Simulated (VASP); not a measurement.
# H3Rh (Pm-3m) in VASP: further runs

Aim: see how the results for H3Rh move with the level of theory and the settings. Levels: PBE, LDA, B3LYP. Tasks: relaxation of cell and atoms, relaxation of the atoms, atomic charges.

All numbers are computed with VASP 6.6.1; they aren't measurements. Logs are shortened: lines on timing, memory, paths and dates and some standing lists are left out, and cuts for length are marked.

## Step 1: Starting point

Symmetry: Pm-3m, No. 221, cubic system. The conventional cell has a = 3.325 Å, b = 3.325 Å, c = 3.325 Å, α = 90.00°, β = 90.00°, γ = 90.00°. Around H (site symmetry 4/mmm) lie 2 Rh at 1.66 Å. Around Rh (site symmetry m-3m) lie 6 H at 1.66 Å.

The cell was built by a generator and needn't be a form met in nature.

## Step 2: Relaxation of cell and atoms, PBE

INCAR reads:

```
ALGO     = Normal         # electronic algorithm
EDIFF    = 1E-6           # SCF threshold, eV
EDIFFG   = -0.02          # ionic threshold
ENCUT    = 600            # plane-wave cutoff, eV
GGA      = PE             # functional
IBRION   = 2              # ionic algorithm
ISIF     = 3              # what is computed and relaxed
ISMEAR   = 0              # smearing method
LASPH    = True           # aspherical terms in the spheres
LCHARG   = False          # write CHGCAR
LREAL    = False          # projectors in reciprocal space
LWAVE    = False          # write WAVECAR
NELM     = 80             # most SCF steps
NSW      = 60             # ionic steps
PREC     = Accurate       # precision mode
SIGMA    = 0.05           # smearing width, eV
```

KPOINTS reads:

```
k-points
0
Gamma
  8 8 8
```

POSCAR reads:

```
H3Rh
1.0
    3.3254600000      0.0000000000      0.0000000000
    0.0000000000      3.3254600000      0.0000000000
    0.0000000000      0.0000000000      3.3254600000
H Rh
3 1
Direct
    0.0000000000      0.5000000000      0.5000000000
    0.5000000000      0.0000000000      0.5000000000
    0.5000000000      0.5000000000      0.0000000000
    0.5000000000      0.5000000000      0.5000000000
```

Potentials or basis: VASP PAW PBE potentials, release 64 (H, Rh_pv).

Run with:

```sh
> cat potpaw_PBE.64/H/POTCAR potpaw_PBE.64/Rh_pv/POTCAR > POTCAR
> mpirun -np 1 vasp_std > vasp.out
```

OUTCAR:

```text
EDIFF = 1E-6
   EDIFFG = -0.02
   ENCUT = 600
   GGA = PE
   IBRION = 2
   ISIF = 3
   ISMEAR = 0
   LASPH = True
   LREAL = False
   NELM = 80
   NSW = 60
   PREC = Accurate

 ion  position               nearest neighbor table
   1  0.000  0.500  0.500-   4 1.66   4 1.66
   2  0.500  0.000  0.500-   4 1.66   4 1.66
   3  0.500  0.500  0.000-   4 1.66   4 1.66
   4  0.500  0.500  0.500-   1 1.66   2 1.66   3 1.66   3 1.66   2 1.66   1 1.66

  LATTYP: Found a simple cubic cell.
 ALAT       =     3.3254600000

  Lattice vectors:

 A1 = (   3.3254600000,   0.0000000000,   0.0000000000)
 A2 = (   0.0000000000,   3.3254600000,   0.0000000000)
 A3 = (   0.0000000000,   0.0000000000,   3.3254600000)

Analysis of symmetry for initial positions (statically):
=====================================================================
 Subroutine PRICEL returns:
 Original cell was already a primitive cell.

 Routine SETGRP: Setting up the symmetry group for a
 simple cubic supercell.

 Subroutine GETGRP returns: Found 48 space group operations
 (whereof 48 operations were pure point group operations)
 out of a pool of 48 trial point group operations.

The static configuration has the point symmetry O_h .

Analysis of symmetry for dynamics (positions and initial velocities):
=====================================================================
 Subroutine PRICEL returns:
 Original cell was already a primitive cell.

 Routine SETGRP: Setting up the symmetry group for a
 simple cubic supercell.

 Subroutine GETGRP returns: Found 48 space group operations
 (whereof 48 operations were pure point group operations)
 out of a pool of 48 trial point group operations.

The dynamic configuration has the point symmetry O_h .

 Subroutine INISYM returns: Found 48 space group operations
 (whereof 48 operations are pure point group operations),
 and found     1 'primitive' translations

----------------------------------------------------------------------------------------

                                     Primitive cell

  volume of cell :      36.7752

  direct lattice vectors                    reciprocal lattice vectors
     3.325460000  0.000000000  0.000000000     0.300710278  0.000000000  0.000000000
     0.000000000  3.325460000  0.000000000     0.000000000  0.300710278  0.000000000
     0.000000000  0.000000000  3.325460000     0.000000000  0.000000000  0.300710278

  length of vectors
     3.325460000  3.325460000  3.325460000     0.300710278  0.300710278  0.300710278

  position of ions in fractional coordinates (direct lattice)
     0.000000000  0.500000000  0.500000000
     0.500000000  0.000000000  0.500000000
     0.500000000  0.500000000  0.000000000
     0.500000000  0.500000000  0.500000000

  ion indices of the primitive-cell ions
   primitive index   ion index
                 1           1
                 2           2
                 3           3
                 4           4

----------------------------------------------------------------------------------------

 KPOINTS: k-points

Automatic generation of k-mesh.
 Grid dimensions read from file:
 generate k-points for:    8    8    8

 Generating k-lattice:

  Cartesian coordinates                     Fractional coordinates (reciprocal lattice)
     0.037588785  0.000000000  0.000000000     0.125000000  0.000000000  0.000000000
     0.000000000  0.037588785  0.000000000     0.000000000  0.125000000  0.000000000
     0.000000000  0.000000000  0.037588785     0.000000000  0.000000000  0.125000000

  Length of vectors
     0.037588785  0.037588785  0.037588785

  Shift w.r.t. Gamma in fractional coordinates (k-lattice)
     0.000000000  0.000000000  0.000000000

 Subroutine IBZKPT returns following result:
 ===========================================

 Found     35 irreducible k-points:

 Following reciprocal coordinates:
            Coordinates               Weight
  0.000000  0.000000  0.000000      1.000000
  0.125000  0.000000  0.000000      6.000000
  0.250000  0.000000  0.000000      6.000000
  0.375000  0.000000  0.000000      6.000000
  0.500000  0.000000  0.000000      3.000000
  0.125000  0.125000  0.000000     12.000000
[... 16 lines left out ...]
  0.375000  0.375000  0.125000     24.000000
  0.500000  0.375000  0.125000     24.000000
 [... further k-points ...]
   k-points           NKPTS =     35   k-points in BZ     NKDIM =     35   number of bands    NBANDS=     13
   number of dos      NEDOS =    301   number of ions     NIONS =      4
   total plane-waves  NPLWV =  21952
   dimension x,y,z NGX =    28 NGY =   28 NGZ =   28
   dimension x,y,z NGXF=    56 NGYF=   56 NGZF=   56
   ions per type =               3   1
   NGX,Y,Z   is equivalent  to a cutoff of  14.00, 14.00, 14.00 a.u.
   NGXF,Y,Z  is equivalent  to a cutoff of  28.00, 28.00, 28.00 a.u.
 SYSTEM =  unknown system
   PREC   = accura    normal or accurate (medium, high low for compatibility)
   ISTART =      0    job   : 0-new  1-cont  2-samecut
   ICHARG =      2    charge: 1-file 2-atom 10-const
   ISPIN  =      1    spin polarized calculation?
   LNONCOLLINEAR =      F non collinear calculations
   LSORBIT =      F    spin-orbit coupling
   LASPH  =      T    aspherical Exc in radial PAW
   ENCUT  =  600.0 eV  44.10 Ry    6.64 a.u.   6.64  6.64  6.64*2*pi/ulx,y,z
   NELM   =     80;   NELMIN=  2; NELMDL= -5     # of ELM steps
   EDIFF  = 0.1E-05   stopping-criterion for ELM
   LREAL  =      F    real-space projection
   EDIFFG = -.2E-01   stopping-criterion for IOM
   NSW    =     60    number of steps for IOM
   IBRION =      2    ionic relax: 0-MD 1-quasi-New 2-CG
   NFREE  =      1    steps in history (QN), initial steepest desc. (CG)
   ISIF   =      3    stress and relaxation
   ISYM   =      2    0-nonsym 1-usesym 2-fastsym
   POTIM  = 0.5000    time-step for ionic-motion
   TEBEG  =    0.0;   TEEND  =   0.0 temperature during run
   PSTRESS=    0.0 pullay stress
   NELECT =      18.0000    total number of electrons
   NUPDOWN=      -1.0000    fix difference up-down
   EMIN   =  10.00;   EMAX   =-10.00  energy-range for DOS
   EFERMI =   0.00;   METHOD = LEGACY
   ISMEAR =     0;   SIGMA  =   0.05  broadening in eV -4-tet -1-fermi 0-gaus
   EFERMI_NEDOS =   21; number of points for ismear=-14 and -15
   IALGO  =     38    algorithm
   IMIX   =      4    mixing-type and parameters
     AMIX     =   0.40;   BMIX     =  1.00
     AMIX_MAG =   1.60;   BMIX_MAG =  1.00
  volume/ion in A,a.u.               =       9.19        62.04
  Fermi-wavevector in a.u.,A,eV,Ry     =   1.290171  2.438070 22.647458  1.664541
  Thomas-Fermi vector in A             =   2.422019
   LORBIT       =      0    0 simple, 1 ext, 2 COOP (PROOUT), +10 PAW based schemes
   GGA     = PE    functional components
   LHFCALC =     F    Hartree Fock is set to
   AEXX    =    0.0000 exact exchange contribution
   IVDW    =     0    specifies the selected vdW correction
   LEPSILON=     F    determine dielectric tensor
   LRPA    =     F    only Hartree local field effects (RPA)
 conjugate gradient relaxation of ions
 non-spin polarized calculation
 Gauss-broadening in eV      SIGMA  =   0.05
  energy-cutoff  :      600.00
  volume of cell :       36.78
 maximum number of plane-waves:      1245
 NGX is ok and might be reduce to    28
   NGX = 13   NGY = 13   NGZ = 13

 number of electron      17.9999998 magnetization

 Free energy of the ion-electron system (eV)
  ---------------------------------------------------
  ext. energy  EPLUGINS =         0.00000000
  ---------------------------------------------------
  free energy    TOTEN  =       -16.30431451 eV

  energy without entropy =      -16.30210936  energy(sigma->0) =      -16.30321194

 E-fermi :   1.1791     XC(G=0):  -9.5460

 val. band max:        1.1402457043   @ k =   0.5000   0.1250   0.0000
 cond. band min:       1.1826382080   @ k =   0.0000   0.0000   0.0000
 fundamental gap:      0.0423925037
 Fermi energy:         1.1791236314

 k-point     1 :       0.0000    0.0000    0.0000
  band No.  band energies     occupation
      1     -44.0548      2.00000
      2     -44.0548      2.00000
      3     -44.0548      2.00000
      4      -5.7090      2.00000
      5      -4.3727      2.00000
      6      -4.3727      2.00000
      7       1.1826      0.92081
      8       1.1826      0.92081
      9       1.1827      0.92030
     10      11.4920      0.00000
     11      11.4920      0.00000
     12      11.4920      0.00000
     13      11.6521      0.00000

 k-point     2 :       0.1250    0.0000    0.0000
  band No.  band energies     occupation
      1     -44.0639      2.00000
      2     -44.0544      2.00000
      3     -44.0544      2.00000
      4      -5.5254      2.00000
      5      -4.3523      2.00000
      6      -4.1713      2.00000
      7       1.0856      1.99183
      8       1.0856      1.99182
      9       1.1894      0.77055
     10       8.7985      0.00000
     11      11.6937      0.00000
     12      11.8098      0.00000
     13      11.8098      0.00000

 k-point     3 :       0.2500    0.0000    0.0000
  band No.  band energies     occupation
      1     -44.0856      2.00000
      2     -44.0534      2.00000
      3     -44.0534      2.00000
      4      -5.1580      2.00000
      5      -4.3024      2.00000
      6      -3.4496      2.00000
      7       0.8642      2.00000
      8       0.8642      2.00000
      9       1.2059      0.44866
     10       5.9815      0.00000
     11      11.5701      0.00000
     12      11.8162      0.00000
     13      12.6531      0.00000

 k-point     4 :       0.3750    0.0000    0.0000
  band No.  band energies     occupation
      1     -44.1071      2.00000
      2     -44.0523      2.00000
      3     -44.0523      2.00000
      4      -4.8863      2.00000
      5      -4.2516      2.00000
      6      -2.1690      2.00000
      7       0.6584      2.00000
      8       0.6584      2.00000
      9       1.2225      0.22024
     10       3.4491      0.00000
     11      10.7036      0.00000
     12      11.9898      0.00000
     13      13.7041      0.00000

 k-point     5 :       0.5000    0.0000    0.0000
  band No.  band energies     occupation
      1     -44.1161      2.00000
      2     -44.0519      2.00000
      3     -44.0519      2.00000
      4      -4.7910      2.00000
      5      -4.2304      2.00000
      6      -1.1795      2.00000
      7       0.5771      2.00000
      8       0.5771      2.00000
      9       1.2293      0.15555
     10       2.0501      0.00000
     11      10.3459      0.00000
     12      12.0890      0.00000
     13      14.2790      0.00000
[... 257 lines left out ...]
 k-point    22 :       0.5000    0.2500    0.1250
  band No.  band energies     occupation
      1     -44.1139      2.00000
      2     -44.0819      2.00000
      3     -44.0594      2.00000
      4      -4.0556      2.00000
      5      -3.1138      2.00000
      6      -0.9211      2.00000
      7       0.2198      2.00000
      8       0.5713      2.00000
      9       0.8077      2.00000
     10       1.9843      0.00000
     11       7.4225      0.00000
     12      10.4276      0.00000
     13      12.9319      0.00000

 k-point    23 :       0.3750    0.3750    0.1250
  band No.  band energies     occupation
      1     -44.1039      2.00000
      2     -44.1038      2.00000
      3     -44.0588      2.00000
      4      -3.9902      2.00000
      5      -1.7442      2.00000
      6      -1.6549      2.00000
      7      -0.1496      2.00000
      8       0.5894      2.00000
      9       0.6013      2.00000
     10       2.8959      0.00000
     11       5.5325      0.00000
     12      10.4455      0.00000
     13      13.1617      0.00000

 k-point    24 :       0.5000    0.3750    0.1250
  band No.  band energies     occupation
      1     -44.1127      2.00000
      2     -44.1033      2.00000
      3     -44.0583      2.00000
      4      -3.9470      2.00000
      5      -1.5966      2.00000
      6      -0.7066      2.00000
      7      -0.0705      2.00000
      8       0.5976      2.00000
      9       0.6041      2.00000
     10       1.6764      0.00000
     11       5.1159      0.00000
     12      10.4173      0.00000
     13      13.1911      0.00000

 [... further k-points ...]
[... 5 lines left out ...]
  --------------------------------------------------------------------------------------
  -------------------------------------------------------------------------------------
  Total        0.0246179      0.0246179      0.0246179      0.0000000      0.0000000      0.0000000
  in kB        1.0725216      1.0725216      1.0725216      0.0000000      0.0000000      0.0000000
  external PRESSURE =       1.0725216 kB  Pullay stress =       0.0000000 kB

 VOLUME and BASIS-vectors are now :
 -----------------------------------------------------------------------------
  energy-cutoff  :      600.00
  volume of cell :       36.78
      direct lattice vectors                 reciprocal lattice vectors
     3.325460000  0.000000000  0.000000000     0.300710278  0.000000000  0.000000000
     0.000000000  3.325460000  0.000000000     0.000000000  0.300710278  0.000000000
     0.000000000  0.000000000  3.325460000     0.000000000  0.000000000  0.300710278

 POSITION                                       TOTAL-FORCE (eV/Angst)
 -----------------------------------------------------------------------------------
      0.00000      1.66273      1.66273         0.000000      0.000000      0.000000
      1.66273      0.00000      1.66273         0.000000      0.000000      0.000000
      1.66273      1.66273      0.00000         0.000000      0.000000      0.000000
      1.66273      1.66273      1.66273         0.000000      0.000000      0.000000
 -----------------------------------------------------------------------------------
    total drift:                                0.000000      0.000000      0.000000

  FREE ENERGIE OF THE ION-ELECTRON SYSTEM (eV)
  ---------------------------------------------------
  free  energy   TOTEN  =       -16.3043145145 eV

  energy  without entropy=      -16.3021093570  energy(sigma->0) =      -16.30321194

 reached required accuracy - stopping structural energy minimisation
```

Wall time 10 s (1 thread of Intel Xeon Platinum 8488C (Sapphire Rapids), shared host); peak memory 0.16 GiB.

Results:

```yaml
Free_energy: -16.3043 eV
Pressure_after_relaxing: 0.1 GPa
Band_gap_on_the_k_mesh: none (metal or under the smearing width)
```

Final structure:
```cif
data_structure
_symmetry_space_group_name_H-M 'P 1'
_symmetry_Int_Tables_number 1
_cell_length_a 3.3255
_cell_length_b 3.3255
_cell_length_c 3.3255
_cell_angle_alpha 90.000
_cell_angle_beta 90.000
_cell_angle_gamma 90.000
_cell_volume 36.78
loop_
_atom_site_label
_atom_site_type_symbol
_atom_site_fract_x
_atom_site_fract_y
_atom_site_fract_z
_atom_site_occupancy
H1 H 0.00000 0.50000 0.50000 1
H2 H 0.50000 0.00000 0.50000 1
H3 H 0.50000 0.50000 0.00000 1
Rh1 Rh 0.50000 0.50000 0.50000 1
```

Caveat: the relaxation stopped at its first step, so nothing moved.

[end of part 1 of 2]
